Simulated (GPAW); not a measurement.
Crystal: HfC.

```
Hf C
1.0
     0.00000    2.32500    2.32500
     2.32500    0.00000    2.32500
     2.32500    2.32500    0.00000
Hf C
1 1
Cartesian
  2.3250 2.3250 2.3250
  0.0000 0.0000 0.0000
```

* Program: GPAW 26.7.0
* Task: relaxation of cell and atoms
* Functional: revPBE
* Potentials or basis: the program's PAW data sets (release 1.2.1) made for this functional
* Cutoff: 800 eV
* Basis: pw
* k mesh: 10 × 10 × 10
* Occupations: fermi-dirac, width 0.05 eV
* Spin: no spin polarisation

At the start: pressure 4.5 GPa; volume 12.57 Å³/atom.

Task: Where does the relaxation end?

Result: Over 17 steps the energy falls by 3.6 meV/atom and the volume is 12.80 Å³/atom (+1.9 %); space group Fm-3m (No. 225, to 0.05 Å).

Step by step:
```
step  energy change (eV)  largest force (eV/Å)  pressure (GPa)  volume (Å³)
   1              0.0000                0.0000            4.54        25.14
   2             -0.0034                0.0000            3.22        25.27
   3             -0.0067                0.0000            1.02        25.50
   4             -0.0066                0.0000           -1.38        25.77
   5             -0.0067                0.0000           -1.28        25.76
   6             -0.0068                0.0000           -1.10        25.74
   7             -0.0070                0.0000           -0.84        25.71
   8             -0.0071                0.0000           -0.53        25.67
   9             -0.0072                0.0000           -0.17        25.63
  10             -0.0071                0.0000            0.20        25.59
  11             -0.0071                0.0000            0.20        25.59
  12             -0.0071                0.0000            0.19        25.59
  13             -0.0071                0.0000            0.18        25.59
  14             -0.0071                0.0000            0.17        25.60
  15             -0.0071                0.0000            0.15        25.60
  16             -0.0071                0.0000            0.13        25.60
  17             -0.0071                0.0000            0.11        25.60
```

Final structure:
```xyz
2
Lattice="0.0000 2.3393 2.3393 2.3393 0.0000 2.3393 2.3393 2.3393 0.0000" Properties=species:S:1:pos:R:3 pbc="T T T"
Hf    2.3393    2.3393    2.3393
C     0.0000    0.0000    0.0000
```

Caveat: later steps reuse the first step's grids.
